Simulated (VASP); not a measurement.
# Sc (P-1) in VASP: a series of runs

Runs on Sc. Level: PBEsol. Tasks: single point.

Program: VASP 6.6.1. These are calculated values, not measurements. Logs are shortened: lines on timing, memory, paths and dates and some standing lists are left out, and cuts for length are marked.

## Step 1: The crystal as given

The typed cell holds 1 atom: a = 3.202 Å, b = 3.216 Å, c = 3.226 Å, α = 61.44°, β = 61.31°, γ = 62.16°.

This isn't the form of Sc at room conditions, which is hcp.

## Step 2: Single point, PBEsol

The input, INCAR:

```
SYSTEM = Sc
  PREC = Normal
  ENCUT = 400
  EDIFF = 1E-6
  ISMEAR = 1
  SIGMA = 0.2
  LREAL = .FALSE.
  LASPH = .TRUE.
  NELM = 100
  ALGO = Normal
  ISIF = 2
  LWAVE = .FALSE.
  LCHARG = .FALSE.
  GGA = PS
  ADDGRID = .FALSE.
```

The input, KPOINTS:

```
regular mesh
0
G
  6 6 6
  0 0 0
```

The input, POSCAR:

```
Sc
1.0
    3.2019616822      0.0000000000      0.0000000000
    1.5021078373      2.8441406042      0.0000000000
    1.5489936237      0.9264468030      2.6741812389
Sc
1
Direct
    0.0000000000      0.0000000000      0.0000000000
```

Potentials or basis: VASP PAW PBE potentials, release 64 (Sc_sv).

Command:

```
> cat potpaw_PBE.64/Sc_sv/POTCAR > POTCAR
> mpirun -np 1 vasp_std > vasp.out
```

OUTCAR:

```text
SYSTEM = Sc
   PREC = Normal
   ENCUT = 400
   EDIFF = 1E-6
   ISMEAR = 1
   LREAL = .FALSE.
   LASPH = .TRUE.
   NELM = 100
   ISIF = 2
   GGA = PS

 Found    112 irreducible k-points:

 Following reciprocal coordinates:
            Coordinates               Weight
  0.000000  0.000000  0.000000      1.000000
  0.166667  0.000000 -0.000000      2.000000
  0.333333  0.000000  0.000000      2.000000
  0.500000  0.000000  0.000000      1.000000
  0.000000  0.166667 -0.000000      2.000000
  0.166667  0.166667 -0.000000      2.000000
   k-points           NKPTS =    112   k-points in BZ     NKDIM =    112   number of bands    NBANDS=      9
   number of dos      NEDOS =    301   number of ions     NIONS =      1
   total plane-waves  NPLWV =   4096
   dimension x,y,z NGX =    16 NGY =   16 NGZ =   16
   dimension x,y,z NGXF=    32 NGYF=   32 NGZF=   32
   ions per type =               1
   NGX,Y,Z   is equivalent  to a cutoff of   8.31,  8.27,  8.24 a.u.
   NGXF,Y,Z  is equivalent  to a cutoff of  16.61, 16.54, 16.49 a.u.
 SYSTEM =  Sc
   PREC   = normal    normal or accurate (medium, high low for compatibility)
   ISTART =      0    job   : 0-new  1-cont  2-samecut
   ICHARG =      2    charge: 1-file 2-atom 10-const
   ISPIN  =      1    spin polarized calculation?
   LNONCOLLINEAR =      F non collinear calculations
   LSORBIT =      F    spin-orbit coupling
   LASPH  =      T    aspherical Exc in radial PAW
   ENCUT  =  400.0 eV  29.40 Ry    5.42 a.u.   5.22  5.25  5.26*2*pi/ulx,y,z
   NELM   =    100;   NELMIN=  2; NELMDL= -5     # of ELM steps
   EDIFF  = 0.1E-05   stopping-criterion for ELM
   LREAL  =      F    real-space projection
   EDIFFG = 0.1E-04   stopping-criterion for IOM
   NSW    =      0    number of steps for IOM
   IBRION =     -1    ionic relax: 0-MD 1-quasi-New 2-CG
   NFREE  =      0    steps in history (QN), initial steepest desc. (CG)
   ISIF   =      2    stress and relaxation
   ISYM   =      2    0-nonsym 1-usesym 2-fastsym
   POTIM  = 0.5000    time-step for ionic-motion
   TEBEG  =    0.0;   TEEND  =   0.0 temperature during run
   PSTRESS=    0.0 pullay stress
   NELECT =      11.0000    total number of electrons
   NUPDOWN=      -1.0000    fix difference up-down
   EMIN   =  10.00;   EMAX   =-10.00  energy-range for DOS
   EFERMI =   0.00;   METHOD = LEGACY
   ISMEAR =     1;   SIGMA  =   0.20  broadening in eV -4-tet -1-fermi 0-gaus
   EFERMI_NEDOS =   21; number of points for ismear=-14 and -15
   IALGO  =     38    algorithm
   IMIX   =      4    mixing-type and parameters
     AMIX     =   0.40;   BMIX     =  1.00
     AMIX_MAG =   1.60;   BMIX_MAG =  1.00
  volume/ion in A,a.u.               =      24.35       164.34
  Fermi-wavevector in a.u.,A,eV,Ry     =   1.256087  2.373660 21.466653  1.577755
  Thomas-Fermi vector in A             =   2.389812
   LORBIT       =      0    0 simple, 1 ext, 2 COOP (PROOUT), +10 PAW based schemes
   GGA     = PS    functional components
   LHFCALC =     F    Hartree Fock is set to
   AEXX    =    0.0000 exact exchange contribution
   IVDW    =     0    specifies the selected vdW correction
   LEPSILON=     F    determine dielectric tensor
   LRPA    =     F    only Hartree local field effects (RPA)
 non-spin polarized calculation
 Methfessel and Paxton  Order N= 1 SIGMA  =   0.20
  energy-cutoff  :      400.00
  volume of cell :       24.35
 maximum number of plane-waves:       454
   NGX = 11   NGY = 11   NGZ = 11

 number of electron      11.0000003 magnetization

 Free energy of the ion-electron system (eV)
  ---------------------------------------------------
  ext. energy  EPLUGINS =         0.00000000
  ---------------------------------------------------
  free energy    TOTEN  =        -6.55908585 eV

  energy without entropy =       -6.56110165  energy(sigma->0) =       -6.55975778

 E-fermi :   3.6827     XC(G=0): -10.0377

 val. band max:        3.6048298158   @ k =  -0.3333   0.1667   0.1667
 cond. band min:       3.7022092782   @ k =   0.5000   0.3333   0.1667
 fundamental gap:      0.0973794624
 Fermi energy:         3.6826889406

 k-point     1 :       0.0000    0.0000    0.0000
  band No.  band energies     occupation
      1     -45.4960      2.00000
      2     -23.9992      2.00000
      3     -23.9964      2.00000
      4     -23.9806      2.00000
      5      -1.5158      2.00000
      6       5.1326     -0.00000
      7       5.2137     -0.00000
      8       5.5065     -0.00000
      9       6.6511     -0.00000

 k-point     2 :       0.1667    0.0000   -0.0000
  band No.  band energies     occupation
      1     -45.4807      2.00000
      2     -24.1003      2.00000
      3     -24.0096      2.00000
      4     -23.9982      2.00000
      5      -0.8342      2.00000
      6       4.7808     -0.00000
      7       5.3415     -0.00000
      8       5.6472     -0.00000
      9       6.5859     -0.00000

 k-point     3 :       0.3333    0.0000    0.0000
  band No.  band energies     occupation
      1     -45.4494      2.00000
      2     -24.3073      2.00000
      3     -24.0317      2.00000
      4     -24.0270      2.00000
      5       0.8249      2.00000
      6       4.0917     -0.01378
      7       5.2250     -0.00000
      8       5.5268     -0.00000
      9       7.0575     -0.00000

 k-point     4 :       0.5000    0.0000    0.0000
  band No.  band energies     occupation
      1     -45.4339      2.00000
      2     -24.4085      2.00000
      3     -24.0451      2.00000
      4     -24.0388      2.00000
      5       1.8913      2.00000
      6       3.9089     -0.06787
      7       5.0436     -0.00000
      8       5.3511     -0.00000
      9       7.6082     -0.00000

 k-point     5 :       0.0000    0.1667   -0.0000
  band No.  band energies     occupation
      1     -45.4812      2.00000
      2     -24.1012      2.00000
      3     -24.0070      2.00000
      4     -23.9962      2.00000
      5      -0.8427      2.00000
      6       4.7469     -0.00000
      7       5.3553     -0.00000
      8       5.6465     -0.00000
      9       6.6015     -0.00000

 k-point     6 :       0.1667    0.1667   -0.0000
  band No.  band energies     occupation
      1     -45.4742      2.00000
      2     -24.0981      2.00000
      3     -24.0387      2.00000
      4     -24.0227      2.00000
      5      -0.5858      2.00000
      6       4.6270     -0.00000
      7       5.5667     -0.00000
      8       5.7702     -0.00000
      9       6.0765     -0.00000

 [... further k-points ...]

------------------------ aborting loop because EDIFF is reached ----------------------------------------

  FORCE on cell =-STRESS in cart. coord.  units (eV):
  Direction    XX          YY          ZZ          XY          YZ          ZX
  --------------------------------------------------------------------------------------
  -------------------------------------------------------------------------------------
  Total       -0.1056974     -0.3435399     -0.3305010      0.1538784      0.0704363      0.0781315
  in kB       -6.9537160    -22.6011086    -21.7432963     10.1234921      4.6339250      5.1401820
  external PRESSURE =     -17.0993736 kB  Pullay stress =       0.0000000 kB

 VOLUME and BASIS-vectors are now :
 -----------------------------------------------------------------------------
  energy-cutoff  :      400.00
  volume of cell :       24.35
      direct lattice vectors                 reciprocal lattice vectors
     3.201961682  0.000000000  0.000000000     0.312308547 -0.164943011 -0.123758636
     1.502107837  2.844140604  0.000000000     0.000000000  0.351600058 -0.121808778
     1.548993624  0.926446803  2.674181239     0.000000000  0.000000000  0.373946233

 POSITION                                       TOTAL-FORCE (eV/Angst)
 -----------------------------------------------------------------------------------
      0.00000      0.00000      0.00000        -0.000000      0.000000      0.000000
 -----------------------------------------------------------------------------------
    total drift:                                0.000000      0.000000      0.000000

  FREE ENERGIE OF THE ION-ELECTRON SYSTEM (eV)
  ---------------------------------------------------
  free  energy   TOTEN  =        -6.5590858508 eV

  energy  without entropy=       -6.5611016479  energy(sigma->0) =       -6.55975778
```

It took 3.4 s on 1 thread of Intel Xeon 6975P-C (Granite Rapids), shared host; peak memory 0.12 GiB.

These settings aren't checked as converged: the numbers below hold their error.

Results:

```
Free energy            : -6.5591 eV
Pressure               : -1.7 GPa
Band gap on the k mesh : none (metal or under the smearing width)
```

Caveat: the k mesh is coarse (spacing up to 0.39 Å⁻¹), so the values aren't converged; the PAW data sets were made with another functional, which shifts forces and pressure a little.

## Step 3: Single point, PBEsol

Changes to INCAR since step 2:

```diff
@@ -1,3 +1,3 @@
 SYSTEM = Sc
-  PREC = Normal
+  PREC = Accurate
   ENCUT = 400
@@ -6,3 +6,3 @@
   SIGMA = 0.2
-  LREAL = .FALSE.
+  LREAL = Auto
   LASPH = .TRUE.
```

KPOINTS is that of step 2.

POSCAR is that of step 2.

Potentials or basis: VASP PAW PBE potentials, release 64 (Sc_sv).

Command:

```
> cat potpaw_PBE.64/Sc_sv/POTCAR > POTCAR
> mpirun -np 1 vasp_std > vasp.out
```

It took 15 s on 1 thread of Intel Xeon 6975P-C (Granite Rapids), shared host; peak memory 0.14 GiB.

The run converged, but some of its settings lie outside the range that counts as converged, so its numbers aren't taken as properties of the crystal.

What came out:

| Quantity | Value |
| --- | --- |
| Free energy | -6.5592 eV |
| Pressure | -1.7 GPa |
| Band gap on the k mesh | none (metal or under the smearing width) |

Caveat: the k mesh is coarse (spacing up to 0.39 Å⁻¹), so the values aren't converged; the PAW data sets were made with another functional, which shifts forces and pressure a little.

## Step 4: Single point, PBEsol

Changes to INCAR since step 3:

```diff
@@ -3,6 +3,6 @@
   ENCUT = 400
-  EDIFF = 1E-6
+  EDIFF = 0.01
   ISMEAR = 1
   SIGMA = 0.2
-  LREAL = Auto
+  LREAL = .FALSE.
   LASPH = .TRUE.
```

KPOINTS is that of step 3.

POSCAR is that of step 3.

Command:

```
> cat potpaw_PBE.64/Sc_sv/POTCAR > POTCAR
> mpirun -np 1 vasp_std > vasp.out
```

Run time: 5.1 s. Hardware: 1 thread of Intel Xeon 6975P-C (Granite Rapids), shared host; peak memory 0.14 GiB.

The run converged, but some of its settings lie outside the range that counts as converged, so its numbers aren't taken as properties of the crystal.

What came out:

```yaml
Free_energy: -6.5600 eV
Pressure: -5.6 GPa
Band_gap_on_the_k_mesh: none (metal or under the smearing width)
```

Caveat: the k mesh is coarse (spacing up to 0.39 Å⁻¹), so the values aren't converged; the PAW data sets were made with another functional, which shifts forces and pressure a little.

## Step 5: Single point, PBEsol

Changes to INCAR since step 4:

```diff
@@ -3,3 +3,3 @@
   ENCUT = 400
-  EDIFF = 0.01
+  EDIFF = 0.001
   ISMEAR = 1
```

KPOINTS is that of step 4.

POSCAR is that of step 4.

Command:

```
> cat potpaw_PBE.64/Sc_sv/POTCAR > POTCAR
> mpirun -np 1 vasp_std > vasp.out
```

Run time: 5.2 s. Hardware: 1 thread of Intel Xeon 6975P-C (Granite Rapids), shared host; peak memory 0.14 GiB.

The run converged, but some of its settings lie outside the range that counts as converged, so its numbers aren't taken as properties of the crystal.

Results:

```yaml
Free_energy: -6.5591 eV
Pressure: -1.4 GPa
Band_gap_on_the_k_mesh: none (metal or under the smearing width)
```

Caveat: the k mesh is coarse (spacing up to 0.39 Å⁻¹), so the values aren't converged; the PAW data sets were made with another functional, which shifts forces and pressure a little.

## Step 6: Single point, PBEsol

Changes to INCAR since step 5:

```diff
@@ -3,3 +3,3 @@
   ENCUT = 400
-  EDIFF = 0.001
+  EDIFF = 1E-4
   ISMEAR = 1
```

KPOINTS is that of step 5.

POSCAR is that of step 5.

Potentials or basis: VASP PAW PBE potentials, release 64 (Sc_sv).

Command:

```
> cat potpaw_PBE.64/Sc_sv/POTCAR > POTCAR
> mpirun -np 1 vasp_std > vasp.out
```

Run time: 5.4 s. Hardware: 1 thread of Intel Xeon 6975P-C (Granite Rapids), shared host; peak memory 0.14 GiB.

These settings aren't checked as converged: the numbers below hold their error.

What came out:

| Quantity | Value |
| --- | --- |
| Free energy | -6.5591 eV |
| Pressure | -1.8 GPa |
| Band gap on the k mesh | none (metal or under the smearing width) |

Caveat: the k mesh is coarse (spacing up to 0.39 Å⁻¹), so the values aren't converged; the PAW data sets were made with another functional, which shifts forces and pressure a little.
